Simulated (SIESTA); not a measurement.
**Sn under changes of volume**

One of the cells (29.247 Å³/atom); the others are scaled copies at fixed shape and fractional positions:

```
Sn
1.0
    -1.73797    1.78731    2.35383
     1.73797   -1.78731    2.35383
     1.73797    1.78731   -2.35383
Sn
1
Direct
  0.00000 0.00000 0.00000
```

This isn't the form of Sn at room conditions, which is tetragonal (white tin).

```yaml
Program: SIESTA 5.4.2
Functional: PBE
Potentials_or_basis: PseudoDojo 0.4 standard (PBE files)
Basis: DZP (energy shift 0.002 Ry)
Grid_cutoff: 500 Ry
Energy_shift: 0.002 Ry
k_mesh: 11 × 11 × 11
Occupations: fermi-dirac, width 0.05 eV
Spin: no spin polarisation
```

```csv
volume (Å³/atom),energy over the lowest point (meV/atom),pressure (GPa)
26.953,12.72,3.0
27.526,3.76,2.0
28.100,0.00,0.8
29.247,0.08,-0.8
29.820,?,?
30.394,11.31,-2.2
```

Task: What does the run at 29.820 Å³/atom give?

Result: Energy over the lowest point 4.37 meV/atom; pressure -1.6 GPa.

Worked out: A Birch-Murnaghan fit of order 3 (a polynomial in V^(-2/3)) to the other rows has its minimum at 28.60 Å³/atom with B0 = V·E''(V) = 42 GPa and B' = 5.7 at fixed shape and positions, which overstates the stiffness. It gives 4.62 meV/atom at 29.820 Å³/atom, against the run's 4.37, and -dE/dV = -1.6 GPa, against -1.6.

Energies are extrapolated to zero smearing.

Caveats: semicore shells carry a single zeta, which can move pressures by several GPa and volumes by a few percent; the basis of atomic orbitals isn't converged, which shifts pressures, moduli and gaps.
